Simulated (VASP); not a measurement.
# C (Fd-3m) in VASP: notebook

The runs below take C through G0W0 quasiparticle levels, relaxation of cell and atoms, with PBE, r2SCAN-EpsX.

All numbers are computed with VASP 6.6.1; they aren't measurements. Logs are shortened: lines on timing, memory, paths and dates and some standing lists are left out, and cuts for length are marked.

## Step 1: Starting point

It takes space group Fd-3m (No. 227, cubic). The conventional cell has a = 3.567 Å, b = 3.567 Å, c = 3.567 Å, α = 90.00°, β = 90.00°, γ = 90.00°. C (site symmetry -43m) is surrounded by 4 C at 1.54 Å.

This isn't the form of C at room conditions, which is graphite.

## Step 2: G0W0 quasiparticle levels, PBE

File POSCAR:

```
C
1.0
    0.0000000000      1.7833700000      1.7833700000
    1.7833700000      0.0000000000      1.7833700000
    1.7833700000      1.7833700000      0.0000000000
C
2
Direct
    0.7500000000      0.7500000000      0.7500000000
    0.5000000000      0.5000000000      0.5000000000
```

File INCAR.step1:

```
SYSTEM = C
ALGO = Normal ; EDIFF = 1E-8
ENCUT = 450 ; GGA = PE
ISMEAR = 0 ; LASPH = .TRUE.
LCHARG = .FALSE. ; LREAL = .FALSE.
LWAVE = .TRUE. ; NELM = 60
PREC = Accurate ; SIGMA = 0.01
```

File INCAR.step2:

```
SYSTEM = C
ALGO = Exact ; EDIFF = 1E-8
ENCUT = 450 ; GGA = PE
ISMEAR = 0 ; ISTART = 1
LASPH = .TRUE. ; LCHARG = .FALSE.
LOPTICS = .TRUE. ; LREAL = .FALSE.
LWAVE = .TRUE. ; NBANDS = 49
NELM = 1 ; PREC = Accurate
SIGMA = 0.01
```

File INCAR.step3:

```
SYSTEM = C
ALGO = EVGW0 ; EDIFF = 1E-8
ENCUT = 450 ; ENCUTGW = 150
GGA = PE ; ISMEAR = 0
ISTART = 1 ; LASPH = .TRUE.
LCHARG = .FALSE. ; LREAL = .FALSE.
LWAVE = .FALSE. ; NBANDS = 49
NBANDSGW = 12 ; NELMGW = 1
NOMEGA = 48 ; PREC = Accurate
PRECFOCK = Fast ; SIGMA = 0.01
```

File KPOINTS:

```
k-points
0
G
  3 3 3
  0 0 0
```

Potentials or basis: VASP PAW PBE potentials, release 64 (C_GW).

Started as:

```sh
cat potpaw_PBE.64/C_GW/POTCAR > POTCAR
cp INCAR.step1 INCAR
mpirun -np 1 vasp_std > vasp.out
cp INCAR.step2 INCAR
mpirun -np 1 vasp_std > vasp.out
cp INCAR.step3 INCAR
mpirun -np 1 vasp_std > vasp.out
```

OUTCAR:

```text
SYSTEM = C
   EDIFF = 1E-8
   ENCUT = 450
   ENCUTGW = 150
   GGA = PE
   ISMEAR = 0
   ISTART = 1
   LASPH = .TRUE.
   LREAL = .FALSE.
   NELMGW = 1
   PREC = Accurate
   PRECFOCK = Fast

 Found      4 irreducible k-points:

 Following reciprocal coordinates:
            Coordinates               Weight
  0.000000  0.000000  0.000000      1.000000
  0.333333  0.000000  0.000000      8.000000
  0.333333  0.333333  0.000000      6.000000
 -0.333333  0.333333  0.000000     12.000000
   k-points           NKPTS =      4   k-points in BZ     NKDIM =     27   number of bands    NBANDS=     49
   number of dos      NEDOS =    301   number of ions     NIONS =      2
   total plane-waves  NPLWV =   5832
   dimension x,y,z NGX =    18 NGY =   18 NGZ =   18
   dimension x,y,z NGXF=    36 NGYF=   36 NGZF=   36
   ions per type =               2
   NGX,Y,Z   is equivalent  to a cutoff of  11.86, 11.86, 11.86 a.u.
   NGXF,Y,Z  is equivalent  to a cutoff of  23.73, 23.73, 23.73 a.u.
 SYSTEM =  C
   PREC   = accura    normal or accurate (medium, high low for compatibility)
   ISTART =      1    job   : 0-new  1-cont  2-samecut
   ICHARG =      0    charge: 1-file 2-atom 10-const
   ISPIN  =      1    spin polarized calculation?
   LNONCOLLINEAR =      F non collinear calculations
   LSORBIT =      F    spin-orbit coupling
   LASPH  =      T    aspherical Exc in radial PAW
   ENCUT  =  450.0 eV  33.07 Ry    5.75 a.u.   4.36  4.36  4.36*2*pi/ulx,y,z
   NELM   =     60;   NELMIN=  2; NELMDL=  0     # of ELM steps
   EDIFF  = 0.1E-07   stopping-criterion for ELM
   LREAL  =      F    real-space projection
   EDIFFG = 0.1E-06   stopping-criterion for IOM
   NSW    =      0    number of steps for IOM
   IBRION =     -1    ionic relax: 0-MD 1-quasi-New 2-CG
   NFREE  =      0    steps in history (QN), initial steepest desc. (CG)
   ISIF   =      0    stress and relaxation
   ISYM   =      3    0-nonsym 1-usesym 2-fastsym
   POTIM  = 0.5000    time-step for ionic-motion
   TEBEG  =    0.0;   TEEND  =   0.0 temperature during run
   PSTRESS=    0.0 pullay stress
   NELECT =       8.0000    total number of electrons
   NUPDOWN=      -1.0000    fix difference up-down
   EMIN   =  10.00;   EMAX   =-10.00  energy-range for DOS
   EFERMI =   0.00;   METHOD = LEGACY
   ISMEAR =     0;   SIGMA  =   0.01  broadening in eV -4-tet -1-fermi 0-gaus
   EFERMI_NEDOS =   21; number of points for ismear=-14 and -15
   IALGO  =     38    algorithm
   IMIX   =      4    mixing-type and parameters
     AMIX     =   0.40;   BMIX     =  1.00
     AMIX_MAG =   1.60;   BMIX_MAG =  1.00
  volume/ion in A,a.u.               =       5.67        38.28
  Fermi-wavevector in a.u.,A,eV,Ry     =   1.457203  2.753714 28.891161  2.123440
  Thomas-Fermi vector in A             =   2.574032
   LORBIT       =      0    0 simple, 1 ext, 2 COOP (PROOUT), +10 PAW based schemes
   GGA     = PE    functional components
   LHFCALC =     T    Hartree Fock is set to
   PRECFOCK=fast      Normal, Fast or Accurate (Low or Medium for compatibility)
   ENCUT4O =  -1.0   cutoff for four orbital integrals eV
   NKREDX  =     1    reduce k-point grid by
   NKREDY  =     1    reduce k-point grid by
   NKREDZ  =     1    reduce k-point grid by
   AEXX    =    1.0000 exact exchange contribution
   HFSCREEN=    0.0000 screening length (either q_TF or 0.3 A-1)
   HFSCREENC=   0.0000 screening length for correlation (either q_TF or 0.3 A-1)
   ENCUTFOCK=  -1.0 apply spherical cutoff to Coloumb kernel
   IVDW    =     0    specifies the selected vdW correction
   LEPSILON=     F    determine dielectric tensor
   LRPA    =     F    only Hartree local field effects (RPA)
   LRPAFORCE           =     F    calculate RPA forces
   ENCUTGW             = 150.0    cutoff for response function in eV
   ENCUTGWSOFT         = 120.0    soft cutoff for Coulomb kernel in GW response function in eV
   ENCUTLF             =  -1.0    cutoff for local field effects
   NELMGW              =     1    number of iterations in solving QP/BSE equation
   NELMHF              =     1    number of iterations in the inner HF iteration
   NKREDLFX            =     1    NKREDLFY  =   1   NKREDLFZ  =   1
 non-spin polarized calculation
 Gauss-broadening in eV      SIGMA  =   0.01
  energy-cutoff  :      450.00
  volume of cell :       11.34
 maximum number of plane-waves:       259
 NGX is ok and might be reduce to    18
  NGX = 10; NGY = 10; NGZ = 10
   NGX =  9   NGY =  9   NGZ =  9
 maximum number of plane-waves:        59

 QP shifts <psi_nk| G(iteration)W_0 |psi_nk>: iteration 1
 for sc-GW calculations column KS-energies equals QP-energies in previous step
 and V_xc(KS)=  KS-energies - (<T + V_ion + V_H > + <T+V_H+V_ion>^1  + <V_x>^1)

 k-point   1 :       0.0000    0.0000    0.0000
  band No.  KS-energies  QP-energies   sigma(KS)   V_xc(KS)     V^pw_x(r,r')   Z            occupation Imag(sigma)

      1     -11.6473     -13.2030     -16.8435     -14.7556     -25.3472       0.7451       2.0000       1.4339
      2       9.8679       9.3760     -17.4166     -16.8171     -19.9899       0.8206       2.0000       0.0902
      3       9.8679       9.3760     -17.4166     -16.8171     -19.9899       0.8206       2.0000       0.0902
      4       9.8679       9.3760     -17.4166     -16.8171     -19.9899       0.8206       2.0000       0.0902
      5      15.4341      16.5242     -14.1666     -15.5106      -8.7983       0.8110       0.0000      -0.1271
      6      15.4341      16.5242     -14.1666     -15.5106      -8.7983       0.8110       0.0000      -0.1271
      7      15.4341      16.5242     -14.1666     -15.5106      -8.7983       0.8110       0.0000      -0.1271
      8      23.1878      24.1800     -15.0840     -16.3713      -7.5094       0.7708       0.0000      -0.3277
      9      29.1228      29.3557     -11.4907     -11.7768      -4.2105       0.8137       0.0000      -0.4475
     10      36.3294      37.3077     -12.6766     -13.8641      -5.7988       0.8238       0.0000      -0.5537
     11      36.3294      37.3077     -12.6766     -13.8641      -5.7988       0.8238       0.0000      -0.5537
     12      37.3230      37.8315     -10.8189     -11.4342      -3.1747       0.8264       0.0000      -0.9981

 k-point   2 :       0.3333    0.0000    0.0000
  band No.  KS-energies  QP-energies   sigma(KS)   V_xc(KS)     V^pw_x(r,r')   Z            occupation Imag(sigma)

      1      -8.6289     -10.1040     -16.9480     -15.0095     -24.6269       0.7609       2.0000       1.0616
      2       0.4696      -0.6023     -16.7173     -15.3535     -21.4005       0.7860       2.0000       0.2609
      3       7.5428       6.9237     -17.2143     -16.4522     -20.2433       0.8123       2.0000       0.1144
      4       7.5428       6.9237     -17.2143     -16.4522     -20.2433       0.8123       2.0000       0.1144
      5      18.1214      19.2772     -14.0201     -15.4507      -8.1198       0.8079       0.0000      -0.1574
      6      18.1214      19.2772     -14.0201     -15.4507      -8.1198       0.8079       0.0000      -0.1574
      7      18.4168      19.3014     -14.5387     -15.6419      -8.5146       0.8018       0.0000      -0.1650
      8      25.1074      26.1997     -13.5695     -14.9668      -5.9266       0.7817       0.0000      -0.3661
      9      30.7909      31.3848     -12.1871     -12.9350      -4.4913       0.7940       0.0000      -0.5424
     10      33.0309      33.8285     -12.0949     -13.0677      -5.0454       0.8199       0.0000      -0.5486
     11      33.0309      33.8285     -12.0949     -13.0677      -5.0454       0.8199       0.0000      -0.5486
     12      35.1274      35.8777     -12.3503     -13.3115      -3.9894       0.7807       0.0000      -0.7789

 k-point   3 :       0.3333    0.3333    0.0000
  band No.  KS-energies  QP-energies   sigma(KS)   V_xc(KS)     V^pw_x(r,r')   Z            occupation Imag(sigma)

      1      -7.6236      -9.0816     -16.9571     -15.0716     -24.3425       0.7733       2.0000       0.9800
      2       2.6743       1.6651     -17.4881     -16.2088     -21.8302       0.7889       2.0000       0.2046
      3       4.5424       3.7303     -16.8751     -15.8618     -20.5574       0.8014       2.0000       0.1507
      4       4.5424       3.7303     -16.8751     -15.8618     -20.5574       0.8014       2.0000       0.1507
      5      13.9803      14.6142     -13.4025     -14.1743      -8.1934       0.8213       0.0000      -0.1223
      6      17.5557      18.1116     -12.4433     -13.1240      -6.5909       0.8167       0.0000      -0.1538
      7      23.9194      25.4043     -14.7210     -16.6162      -7.4123       0.7835       0.0000      -0.3069
      8      23.9194      25.4043     -14.7210     -16.6162      -7.4123       0.7835       0.0000      -0.3069
      9      31.1641      32.2692     -14.1249     -15.5517      -5.9042       0.7745       0.0000      -0.6405
     10      33.0659      34.0054     -12.8041     -14.0015      -4.4506       0.7846       0.0000      -0.6607
     11      41.5289      42.6012     -12.5928     -13.8928      -5.1706       0.8248       0.0000      -0.9941
     12      44.4728      45.1412     -11.6672     -12.5072      -3.1983       0.7958       0.0000      -1.2440

 k-point   4 :      -0.3333    0.3333    0.0000
  band No.  KS-energies  QP-energies   sigma(KS)   V_xc(KS)     V^pw_x(r,r')   Z            occupation Imag(sigma)

      1      -4.2127      -5.5715     -17.4020     -15.6623     -23.8906       0.7811       2.0000       0.6510
      2      -1.0910      -2.2869     -17.2020     -15.6693     -22.6185       0.7802       2.0000       0.3777
      3       0.4601      -0.5824     -16.0470     -14.7311     -20.4133       0.7922       2.0000       0.2388
      4       5.1713       4.3831     -16.9950     -16.0176     -20.5476       0.8065       2.0000       0.1398
      5      16.1747      16.8314     -13.0300     -13.8331      -7.4417       0.8177       0.0000      -0.1390
      6      22.7827      24.2138     -14.4404     -16.2645      -7.3004       0.7846       0.0000      -0.2799
      7      23.3949      24.6455     -14.2080     -15.8044      -6.9698       0.7833       0.0000      -0.2924
      8      24.8609      26.1706     -14.5801     -16.2715      -6.8366       0.7744       0.0000      -0.3718
      9      26.7823      27.5788     -12.7888     -13.7675      -6.2290       0.8139       0.0000      -0.2901
     10      33.5173      34.2879     -11.9908     -12.9221      -5.2095       0.8275       0.0000      -0.5143
     11      34.6985      35.9069     -13.6025     -15.1757      -4.6899       0.7681       0.0000      -0.8100
     12      43.6201      44.1477     -11.3712     -12.0205      -3.2034       0.8126       0.0000      -1.2014
```

It used 2.4 s of CPU time on 1 thread of Intel(R) Xeon(R) 6975P-C (Granite Rapids), on a shared host, which was overloaded at the time.

These settings aren't checked as converged: the numbers below hold their error.

Results:

| Property | Result |
| --- | --- |
| Band gap on the k mesh, mean-field level | 4.11 eV, indirect (least direct gap 5.57 eV) |
| Quasiparticle gap | 5.24 eV |
| Least direct quasiparticle gap | 7.15 eV |

Caveat: the k mesh is coarse (spacing up to 1.02 Å⁻¹), so the values aren't converged; bands, screening cutoff and mesh are small and nothing is extrapolated, so the quasiparticle values aren't converged; an odd mesh through Γ misses points on the zone boundary, where band edges often lie.

[end of part 1 of 2]
